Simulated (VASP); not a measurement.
# MgS in VASP: one cell, several levels of theory

Aim: gap, levels, forces and stress of MgS (zincblende), under -0.5 % strain along [111] alone at fixed geometry. Runs: PBE, r2SCAN. This is a trial cell built on a prototype, not taken from a measured structure, and it needn't be the compound's ground state.

The runs shown are made with VASP 6.6.1. PAW datasets, plane waves. Values at 0 K without nuclear motion; spin polarisation is off, and the phase may be a hypothetical one.

## 1. The cell

The cell comes from an earlier relaxation with r2SCAN in another program, then strained, with the atoms relaxed again.

Space group R3m (No. 160), trigonal; a = 4.003 Å, c = 9.757 Å in the conventional setting, 22.57 Å³ an atom. Near Mg stand 4 S at 2.45 Å; near S stand 4 Mg at 2.45 Å.

As a file:

Space group R3m:H (No. 160). a = 4.003 Å, b = 4.003 Å, c = 9.757 Å, α = 90.00°, β = 90.00°, γ = 120.00°
```csv
atom,site,symmetry,x,y,z
Mg,3a,3m,0.3333,0.6667,0.6663
S,3a,3m,0.3333,0.6667,0.9170
```

## 2. Single point with PBE

The input, INCAR:

```
ENCUT = 520.000000
SIGMA = 0.020000
EDIFF = 1.00e-07
GGA = PE
PREC = Accurate
IBRION = -1
ISIF = 2
ISMEAR = -1
NBANDS = 11
NELM = 120
NSW = 0
LASPH = .TRUE.
LCHARG = .TRUE.
LELF = .TRUE.
LWAVE = .FALSE.
LREAL = .FALSE.
```

The input, KPOINTS:

```
KPOINTS created by Atomic Simulation Environment
0
Gamma
8 8 8
0 0 0
```

The input, KPOINTS_OPT:

```
special points
6
Reciprocal
0.0000000000 0.0000000000 0.0000000000 1
-0.5000000000 -0.5000000000 0.0000000000 1
-0.3750000000 -0.3750000000 0.2500000000 1
-0.3750000000 0.0000000000 0.3750000000 1
0.0000000000 0.0000000000 0.5000000000 1
-0.5000000000 -0.2500000000 0.2500000000 1
```

The input, POSCAR:

```
Mg S
 1.0000000000000000
    -0.0094362561000000    2.8214405849999999    2.8214405849999999
     2.8214405849999999   -0.0094362561000000    2.8214405849999999
     2.8214405849999999    2.8214405849999999   -0.0094362561000000
 Mg  S
   1   1
Cartesian
 -0.0017857469557495 -0.0017857469557495 -0.0017857469557495
  1.4101469754307498  1.4101469754307496  1.4101469754307496
```

The run uses the recommended PBE PAW datasets (8 valence electrons a neutral cell).

Command:

```console
mpirun -np 1 vasp_std
```

Standard output, without the iteration lines:

```text
POSCAR found type information on POSCAR MgS
 POSCAR found :  2 types and       2 ions
 LDA part: xc-table for (Slater+PW92), standard interpolation
 POSCAR, INCAR and KPOINTS ok, starting setup
 FFT: planning ... GRIDC
 FFT: planning ... GRID_SOFT
 FFT: planning ... GRID
 WAVECAR not read
 entering main loop
 Start KPOINTS_OPT (optional k-point list driver)
k-point batch [1-6\6]
```

OSZICAR:

```text
N       E                     dE             d eps       ncg     rms          rms(c)
DAV:   1     0.247677159626E+02    0.24768E+02   -0.33719E+03  1446   0.575E+02
DAV:   2    -0.698815026274E+01   -0.31756E+02   -0.30194E+02  1718   0.999E+01
DAV:   3    -0.896860318232E+01   -0.19805E+01   -0.19772E+01  1765   0.270E+01
DAV:   4    -0.898531283556E+01   -0.16710E-01   -0.16708E-01  1709   0.297E+00
DAV:   5    -0.898550979594E+01   -0.19696E-03   -0.19696E-03  1834   0.319E-01    0.405E+00
DAV:   6    -0.849673823795E+01    0.48877E+00   -0.12204E+00  1568   0.411E+00    0.312E+00
DAV:   7    -0.846201270244E+01    0.34726E-01   -0.27010E-01  1703   0.212E+00    0.244E+00
DAV:   8    -0.846960783810E+01   -0.75951E-02   -0.23310E-02  1547   0.922E-01    0.137E+00
DAV:   9    -0.846873814287E+01    0.86970E-03   -0.24021E-03  1590   0.243E-01    0.439E-01
DAV:  10    -0.846894352127E+01   -0.20538E-03   -0.66396E-04  1580   0.121E-01    0.905E-02
DAV:  11    -0.846894871619E+01   -0.51949E-05   -0.54647E-05  1736   0.302E-02    0.545E-02
DAV:  12    -0.846895016143E+01   -0.14452E-05   -0.67847E-06  1628   0.129E-02    0.663E-03
DAV:  13    -0.846895015483E+01    0.66017E-08   -0.30272E-07  1773   0.276E-03
   1 F= -.84689502E+01 E0= -.84689502E+01  d E =-.270393E-11
       N       E                     dE             ncg
DAV:   1     0.924906620253E+03   -0.14125E+04      132
DAV:   2     0.743616518762E+03   -0.18129E+03      177
DAV:   3     0.734597001670E+03   -0.90195E+01      162
DAV:   4     0.734528578801E+03   -0.68423E-01      158
DAV:   5     0.734527778114E+03   -0.80069E-03      197
DAV:   6     0.734527768705E+03   -0.94085E-05      147
DAV:   7     0.734527768501E+03   -0.20480E-06      186
DAV:   8     0.734527768496E+03   -0.47041E-08      137
```

The lines after F= are the extra pass for the points of KPOINTS_OPT, at fixed density; their E is not a total energy.

From OUTCAR:

```text
k-points           NKPTS =     65   k-points in BZ     NKDIM =     65   number of bands    NBANDS=     11

   NELECT =       8.0000    total number of electrons

   dimension x,y,z NGX =    30 NGY =   30 NGZ =   30
   dimension x,y,z NGXF=    60 NGYF=   60 NGZF=   60

  energy-cutoff  :      520.00
  volume of cell :       45.15
      direct lattice vectors                 reciprocal lattice vectors
    -0.009436256  2.821440585  2.821440585    -0.176327868  0.176919573  0.176919573
     2.821440585 -0.009436256  2.821440585     0.176919573 -0.176327868  0.176919573
     2.821440585  2.821440585 -0.009436256     0.176919573  0.176919573 -0.176327868

 k-points in reciprocal lattice and weights: KPOINTS created by Atomic Simulation Env
   0.00000000  0.00000000  0.00000000       0.002
   0.12500000 -0.00000000 -0.00000000       0.012
   0.25000000 -0.00000000 -0.00000000       0.012
   0.37500000 -0.00000000 -0.00000000       0.012
   0.50000000 -0.00000000 -0.00000000       0.006
   0.12500000  0.12500000 -0.00000000       0.012
   0.25000000  0.12500000 -0.00000000       0.023
   0.37500000  0.12500000 -0.00000000       0.023
[... 57 more k-points ...]

 E-fermi :   1.5381

 k-point     1 :       0.0000    0.0000    0.0000
  band No.  band energies     occupation
      1     -10.1893      2.00000
      2       1.0848      2.00000
      3       1.0848      2.00000
      4       1.1139      2.00000
      5       4.5774      0.00000
      6       9.0356      0.00000
      7       9.0356      0.00000
      8       9.1021      0.00000
      9      11.9363      0.00000
     10      11.9363      0.00000
     11      14.8596      0.00000

 k-point     2 :       0.1250   -0.0000   -0.0000
  band No.  band energies     occupation
      1     -10.1015      2.00000
      2       0.4066      2.00000
      3       1.0326      2.00000
      4       1.0570      2.00000
      5       5.2386      0.00000
      6       8.8570      0.00000
      7       9.2140      0.00000
      8       9.2711      0.00000
      9      11.4744      0.00000
     10      11.4888      0.00000
     11      14.2460      0.00000

 k-point     3 :       0.2500   -0.0000   -0.0000
  band No.  band energies     occupation
      1      -9.8740      2.00000
      2      -0.7684      2.00000
      3       0.9146      2.00000
      4       0.9354      2.00000
      5       6.0944      0.00000
      6       8.8981      0.00000
      7       9.2565      0.00000
      8       9.2982      0.00000
      9      11.5141      0.00000
     10      11.5603      0.00000
     11      13.3828      0.00000

 k-point     4 :       0.3750   -0.0000   -0.0000
  band No.  band energies     occupation
      1      -9.6194      2.00000
      2      -1.6984      2.00000
      3       0.8064      2.00000
      4       0.8239      2.00000
      5       6.2676      0.00000
      6       8.9024      0.00000
      7       8.9377      0.00000
      8       9.4755      0.00000
      9      12.8027      0.00000
     10      12.8675      0.00000
     11      13.3829      0.00000

 k-point     5 :       0.5000   -0.0000   -0.0000
  band No.  band energies     occupation
      1      -9.5039      2.00000
      2      -2.0514      2.00000
      3       0.7641      2.00000
      4       0.7803      2.00000
      5       6.2355      0.00000
      6       8.7318      0.00000
      7       8.7674      0.00000
      8       9.7233      0.00000
      9      14.0195      0.00000
     10      14.2450      0.00000
     11      14.3101      0.00000

 k-point     6 :       0.1250    0.1250   -0.0000
  band No.  band energies     occupation
      1     -10.0719      2.00000
      2       0.4140      2.00000
      3       0.9025      2.00000
      4       0.9241      2.00000
      5       5.4605      0.00000
      6       8.5120      0.00000
      7       9.4639      0.00000
      8       9.5039      0.00000
      9      10.5176      0.00000
     10      12.2006      0.00000
     11      15.5132      0.00000

 k-point     7 :       0.2500    0.1250   -0.0000
  band No.  band energies     occupation
      1      -9.8904      2.00000
      2      -0.4646      2.00000
      3       0.7566      2.00000
      4       0.7806      2.00000
      5       6.2611      0.00000
      6       8.2472      0.00000
      7       9.2212      0.00000
      8       9.8014      0.00000
      9      10.6118      0.00000
     10      12.3854      0.00000
     11      14.5815      0.00000

[... the tables of k-points 8 to 65 left out ...]

  Total        0.3475620      0.3475620      0.3475620      0.0283377      0.0283377      0.0283377
  in kB       12.3346501     12.3346501     12.3346501      1.0056776      1.0056776      1.0056776
  external PRESSURE =      12.3346501 kB  Pullay stress =       0.0000000 kB

 POSITION                                       TOTAL-FORCE (eV/Angst)
 -----------------------------------------------------------------------------------
      5.63166      5.63166      5.63166        -0.000690     -0.000690     -0.000690
      1.41015      1.41015      1.41015         0.000690      0.000690      0.000690
 -----------------------------------------------------------------------------------
    total drift:                               -0.000030     -0.000030     -0.000030

  FREE ENERGIE OF THE ION-ELECTRON SYSTEM (eV)
  ---------------------------------------------------
  free  energy   TOTEN  =        -8.4689501548 eV

  energy  without entropy=       -8.4689501548  energy(sigma->0) =       -8.46895015
```

Wall time 25 s (1 MPI rank of Intel Xeon Platinum 8488C, shared host); peak memory 0.21 GiB.

The levels at the points of KPOINTS_OPT are read from vasprun.xml.

Levels at the named points, in eV from the top of band v (v: the last filled band by count, c: the next):

```tsv
point	v−1	v	c	c+1
Γ	-0.03	0.00	3.46	7.92
X	-1.07	-1.04	3.86	5.64
U	-1.90	-0.85	4.81	6.99
K	-1.91	-0.82	4.83	6.96
L	-0.35	-0.33	5.12	7.62
W	-1.86	-1.35	5.52	7.93
```

Gap with PBE: 3.46 eV, direct (Γ). The pressure is 1.23 GPa; the forces vanish within 0.01 eV/Å.

Axes a, b and c in the maps are those of this run's conventional cell (a, b, c = 4.003, 4.003, 9.757 Å).

Density in a lattice plane of the grid's cell (edges 4.00 and 9.76 Å, at 0.333 of the third edge), which holds Mg and S.

Ten even steps from '0' (0.01 e/Å³) to '9' (1.16 e/Å³):
```
1232000000
1232000000
0111000000
0000000000
0000000000
0000012221
1000258873
1001395295
1000388694
0000137752
0000012210
0000000000
0000000000
1221100000
1222100001
1111000000
0000000000
0000000000
0000000000
1111000000
```
Columns run along the first of these edges and rows up along the second, over one cell in 10 and 20 even steps from the bottom left corner. Atoms in the plane (fractional): Mg at (0.67, 0.33), S at (0.67, 0.58).

ELF in the same plane.

Values, 12 rows by 6 columns:
```
0.74 0.87 0.72 0.16 0.02 0.16
0.43 0.67 0.43 0.05 0.01 0.05
0.07 0.12 0.07 0.15 0.28 0.15
0.63 0.09 0.62 0.85 0.83 0.84
0.73 0.11 0.72 0.84 0.23 0.83
0.43 0.04 0.43 0.84 0.90 0.84
0.07 0.06 0.07 0.33 0.73 0.34
0.62 0.67 0.63 0.12 0.00 0.16
0.73 0.76 0.73 0.33 0.03 0.35
0.43 0.55 0.43 0.12 0.04 0.13
0.07 0.09 0.07 0.03 0.01 0.03
0.63 0.81 0.62 0.13 0.02 0.12
```
Columns run along the first of these edges and rows up along the second, over one cell in 6 and 12 even steps from the bottom left corner. Atoms in the plane (fractional): Mg at (0.67, 0.33), S at (0.67, 0.58).

Both are smooth fields of the valence electrons: close to the nuclei they are not physical.

Outside the cores ELF peaks at 0.91 on the S–Mg line, 0.9 Å from S.

## 3. r2SCAN

The input, INCAR:

```
ENCUT = 520.000000
SIGMA = 0.010000
EDIFF = 1.00e-07
ALGO = Normal
METAGGA = R2SCAN
PREC = Accurate
IBRION = -1
ISIF = 2
ISMEAR = 0
NBANDS = 11
NELM = 120
NSW = 0
LASPH = .TRUE.
LCHARG = .TRUE.
LELF = .TRUE.
LWAVE = .FALSE.
LREAL = .FALSE.
```

KPOINTS is that of step 2.

KPOINTS_OPT is that of step 2.

POSCAR is that of step 2.

Command:

```console
mpirun -np 1 vasp_std
```

Standard output, without the iteration lines:

```text
POSCAR found type information on POSCAR MgS
 POSCAR found :  2 types and       2 ions
 -----------------------------------------------------------------------------
|                                                                             |
|                                                                             |
|     You enforced a specific xc type in the INCAR file but a different       |
|     I HOPE YOU KNOW WHAT YOU ARE DOING!                                     |
|                                                                             |
 -----------------------------------------------------------------------------

 LDA part: xc-table for (None), standard interpolation
 POSCAR, INCAR and KPOINTS ok, starting setup
 FFT: planning ... GRIDC
 FFT: planning ... GRID_SOFT
 FFT: planning ... GRID
 WAVECAR not read
 entering main loop
 Start KPOINTS_OPT (optional k-point list driver)
k-point batch [1-6\6]
```

OSZICAR:

```text
N       E                     dE             d eps       ncg     rms          rms(c)
DAV:   1     0.175275007088E+02    0.17528E+02   -0.34633E+03  1446   0.591E+02
DAV:   2    -0.151908341556E+02   -0.32718E+02   -0.31108E+02  1726   0.103E+02
DAV:   3    -0.172117036413E+02   -0.20209E+01   -0.20175E+01  1757   0.278E+01
DAV:   4    -0.172292322636E+02   -0.17529E-01   -0.17527E-01  1703   0.311E+00
DAV:   5    -0.172294450068E+02   -0.21274E-03   -0.21274E-03  1848   0.339E-01    0.423E+00
DAV:   6    -0.154312774147E+02    0.17982E+01   -0.12565E+00  1541   0.556E+00    0.426E+00
DAV:   7    -0.154379208308E+02   -0.66434E-02   -0.26250E-01  1643   0.232E+00    0.268E+00
DAV:   8    -0.154501577195E+02   -0.12237E-01   -0.10782E-02  1544   0.774E-01    0.115E-01
DAV:   9    -0.154504297359E+02   -0.27202E-03   -0.21794E-04  1955   0.924E-02    0.107E-01
DAV:  10    -0.154506551072E+02   -0.22537E-03   -0.23054E-04  1496   0.132E-01    0.428E-02
DAV:  11    -0.154506570638E+02   -0.19566E-05   -0.14653E-06  1837   0.864E-03    0.366E-03
DAV:  12    -0.154506567130E+02    0.35080E-06   -0.90156E-08  1607   0.240E-03    0.651E-04
DAV:  13    -0.154506566299E+02    0.83168E-07   -0.15715E-08  1171   0.838E-04
   1 F= -.15450657E+02 E0= -.15450657E+02  d E =-.125931E-33
       N       E                     dE             ncg
DAV:   1     0.914631491949E+03   -0.14228E+04      132
DAV:   2     0.723837973860E+03   -0.19079E+03      177
DAV:   3     0.714663433895E+03   -0.91745E+01      162
DAV:   4     0.714592023657E+03   -0.71410E-01      155
DAV:   5     0.714591154177E+03   -0.86948E-03      189
DAV:   6     0.714591141839E+03   -0.12338E-04      150
DAV:   7     0.714591141561E+03   -0.27856E-06      186
DAV:   8     0.714591141554E+03   -0.66874E-08      145
```

From OUTCAR:

```text
k-points           NKPTS =     65   k-points in BZ     NKDIM =     65   number of bands    NBANDS=     11

   NELECT =       8.0000    total number of electrons

   dimension x,y,z NGX =    30 NGY =   30 NGZ =   30
   dimension x,y,z NGXF=    60 NGYF=   60 NGZF=   60

  energy-cutoff  :      520.00
  volume of cell :       45.15
      direct lattice vectors                 reciprocal lattice vectors
    -0.009436256  2.821440585  2.821440585    -0.176327868  0.176919573  0.176919573
     2.821440585 -0.009436256  2.821440585     0.176919573 -0.176327868  0.176919573
     2.821440585  2.821440585 -0.009436256     0.176919573  0.176919573 -0.176327868

 k-points in reciprocal lattice and weights: KPOINTS created by Atomic Simulation Env
   0.00000000  0.00000000  0.00000000       0.002
   0.12500000 -0.00000000 -0.00000000       0.012
   0.25000000 -0.00000000 -0.00000000       0.012
   0.37500000 -0.00000000 -0.00000000       0.012
   0.50000000 -0.00000000 -0.00000000       0.006
   0.12500000  0.12500000 -0.00000000       0.012
   0.25000000  0.12500000 -0.00000000       0.023
   0.37500000  0.12500000 -0.00000000       0.023
[... 57 more k-points ...]

 E-fermi :   0.9021

 k-point     1 :       0.0000    0.0000    0.0000
  band No.  band energies     occupation
      1     -10.9557      2.00000
      2       0.7901      2.00000
      3       0.7901      2.00000
      4       0.8204      2.00000
      5       4.9558      0.00000
      6       9.3846      0.00000
      7       9.3846      0.00000
      8       9.4535      0.00000
      9      12.2662      0.00000
     10      12.2662      0.00000
     11      15.5456      0.00000

 k-point     2 :       0.1250   -0.0000   -0.0000
  band No.  band energies     occupation
      1     -10.8656      2.00000
      2       0.1337      2.00000
      3       0.7374      2.00000
      4       0.7629      2.00000
      5       5.6004      0.00000
      6       9.2167      0.00000
      7       9.5698      0.00000
      8       9.6290      0.00000
      9      11.7987      0.00000
     10      11.8132      0.00000
     11      14.7537      0.00000

 k-point     3 :       0.2500   -0.0000   -0.0000
  band No.  band energies     occupation
      1     -10.6324      2.00000
      2      -1.0517      2.00000
      3       0.6180      2.00000
      4       0.6397      2.00000
      5       6.4681      0.00000
      6       9.2759      0.00000
      7       9.5868      0.00000
      8       9.6291      0.00000
      9      11.8732      0.00000
     10      11.9214      0.00000
     11      13.8673      0.00000

 k-point     4 :       0.3750   -0.0000   -0.0000
  band No.  band energies     occupation
      1     -10.3723      2.00000
      2      -2.0055      2.00000
      3       0.5079      2.00000
      4       0.5262      2.00000
      5       6.6485      0.00000
      6       9.1935      0.00000
      7       9.2298      0.00000
      8       9.8567      0.00000
      9      13.2299      0.00000
     10      13.2968      0.00000
     11      13.9309      0.00000

 k-point     5 :       0.5000   -0.0000   -0.0000
  band No.  band energies     occupation
      1     -10.2546      2.00000
      2      -2.3688      2.00000
      3       0.4648      2.00000
      4       0.4817      2.00000
      5       6.6175      0.00000
      6       9.0108      0.00000
      7       9.0473      0.00000
      8      10.0923      0.00000
      9      14.6495      0.00000
     10      14.6708      0.00000
     11      14.7174      0.00000

 k-point     6 :       0.1250    0.1250   -0.0000
  band No.  band energies     occupation
      1     -10.8352      2.00000
      2       0.1502      2.00000
      3       0.6055      2.00000
      4       0.6280      2.00000
      5       5.8130      0.00000
      6       8.8656      0.00000
      7       9.8330      0.00000
      8       9.8745      0.00000
      9      10.8172      0.00000
     10      12.5405      0.00000
     11      16.0646      0.00000

 k-point     7 :       0.2500    0.1250   -0.0000
  band No.  band energies     occupation
      1     -10.6491      2.00000
      2      -0.7379      2.00000
      3       0.4581      2.00000
      4       0.4863      2.00000
      5       6.6073      0.00000
      6       8.6140      0.00000
      7       9.5252      0.00000
      8      10.1735      0.00000
      9      10.9950      0.00000
     10      12.7524      0.00000
     11      15.0864      0.00000

[... the tables of k-points 8 to 65 left out ...]

  Total        0.0072167      0.0072167      0.0072167      0.0303891      0.0303891      0.0303891
  in kB        0.2561146      0.2561146      0.2561146      1.0784818      1.0784818      1.0784818
  external PRESSURE =       0.2561146 kB  Pullay stress =       0.0000000 kB

 POSITION                                       TOTAL-FORCE (eV/Angst)
 -----------------------------------------------------------------------------------
      5.63166      5.63166      5.63166         0.000105      0.000105      0.000105
      1.41015      1.41015      1.41015        -0.000105     -0.000105     -0.000105
 -----------------------------------------------------------------------------------
    total drift:                                0.000299      0.000299      0.000299

  FREE ENERGIE OF THE ION-ELECTRON SYSTEM (eV)
  ---------------------------------------------------
  free  energy   TOTEN  =       -15.4506566299 eV

  energy  without entropy=      -15.4506566299  energy(sigma->0) =      -15.45065663
```

Wall time 95 s (1 MPI rank of Intel Xeon Platinum 8488C, shared host); peak memory 0.19 GiB.

The levels at the points of KPOINTS_OPT are read from vasprun.xml.

Band energies at the special points (eV, zero at the top of v, the last band that the electrons fill by count):

```tsv
point	v−1	v	c	c+1
Γ	-0.03	0.00	4.14	8.56
X	-1.09	-1.06	4.29	6.25
U	-1.92	-0.86	5.28	7.63
K	-1.93	-0.84	5.30	7.60
L	-0.36	-0.34	5.80	8.19
W	-1.90	-1.36	5.97	8.71
```

The r2SCAN gap is 4.14 eV, direct at Γ. The pressure is 0.03 GPa; the forces vanish within 0.01 eV/Å.

## 4. Summary

```
 level  gap (eV)  pressure (GPa)
   PBE      3.46            1.23
r2SCAN      4.14            0.03
```

In words: The gap spans 3.46 eV (PBE) to 4.14 eV (r2SCAN). The pressure is highest with PBE (1.2 GPa) and lowest with r2SCAN (0.0 GPa), which orders the cells that they would relax to.
